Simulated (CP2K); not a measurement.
Crystal: Te.

```
Te
1.0
     4.45400    0.00000    0.00000
    -2.22700    3.85728    0.00000
     0.00000    0.00000    5.92400
Te
3
Direct
  0.73100 0.73100 0.00000
  0.00000 0.26900 0.66667
  0.26900 0.00000 0.33333
```

Base run:

| Quantity | Value |
| --- | --- |
| Program | CP2K 2026.2 |
| Functional | PBEsol |
| Potentials or basis | POTENTIAL_UZH Te GTH-PBE-q6; TZVP-MOLOPT-PBE-GTH basis |
| Density cutoff | 6123 eV |
| k mesh | 7 × 7 × 5 |
| Occupations | fermi-dirac, width 0.0259 eV |
| Spin | no spin polarisation |

Its results: pressure 0.7 GPa; largest force 0.456 eV/Å.

**Question.** The run is repeated on the same cell with these changes: functional from PBEsol to PBE; eps_default from 1.0E-9 to 1.0E-10. What comes out?

**Answer.** Pressure 2.2 GPa; largest force 0.354 eV/Å.

Caveats: the basis of atomic orbitals isn't converged, which shifts pressures, moduli and gaps; the potentials were made for another functional, which shifts forces and pressure (some runs).
